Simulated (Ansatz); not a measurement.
Write the native input for Ansatz 0.2.0 that does the following.

```
Task                : relaxation of cell and atoms
Functional          : HSEsol
Potentials or basis : Ansatz PAW
Cutoff              : 420 eV (not typed: the program's choice for these potentials)
k mesh              : 4 × 4 × 4
Occupations         : fermi-dirac, width 0.05 eV
Spin                : no spin polarisation
```

InP:

```
CELL_PARAMETERS angstrom
0.00000 2.76883 2.76883
2.76883 0.00000 2.76883
2.76883 2.76883 0.00000
ATOMIC_POSITIONS crystal
In 0.00000 0.00000 0.00000
P 0.50000 0.50000 0.50000
```

Measurements of this composition are mostly on another form, of space group No. 216.

One way to write it, as run:

input.yaml

```yaml
crystal:
  lattice:
    - [0.0, 2.768834, 2.768834]
    - [2.768834, 0.0, 2.768834]
    - [2.768834, 2.768834, 0.0]
  atoms:
    - { symbol: In, position: [0.0, 0.0, 0.0] }
    - { symbol: P, position: [0.5, 0.5, 0.5] }
hamiltonian:
  xc:
    exchange: hjs_pbesol
    correlation: pbesol
    exx: { coeff: 0.25, omega: 0.207 }
  pseudopotentials: { kind: paw }
kpoints:
  mp_grid: { grid: [4, 4, 4] }
scf:
  occupations: { method: fermi_dirac, width: 0.05 }
output:
  forces: true
  stress: true
  eigenvalues: true
relax:
  f_tol: 0.01
  max_steps: 40
  cell: { stress_tol: 0.05 }
```

Potentials or basis: Ansatz PAW.

Command:

```bash
$ ansatz run input.yaml --threads 2 --pin off --max-ram 5632MiB --backend cpu --events-out ev --progress --plain --runs-dir out
```

It gave:

The relaxed volume is 20.09 Å³/atom and the relaxed cell is a = 3.845 Å, b = 3.845 Å, c = 3.845 Å, α = 60.00°, β = 60.00°, γ = 60.00°. The space group after relaxing (to 0.05 Å) is Fm-3m (No. 225), the energy gained by relaxing is 17.5 meV/atom and the ionic steps are 5. The pressure after relaxing is 0.0 GPa. The band gap on the k mesh is none (metal or under the smearing width).

Caveat: the k mesh is coarse (spacing up to 0.49 Å⁻¹), so the values aren't converged, least of all with exact exchange; the plane-wave basis is chosen anew once the cell has moved, so the energies of steps on either side of that aren't comparable; the PAW data sets come from PBE, with cores solved anew for the run's functional, which leaves a small shift of forces and pressure.

It took 28 s on 2 threads of Arm Neoverse V1, with other jobs on the host, peak memory 0.63 GiB.
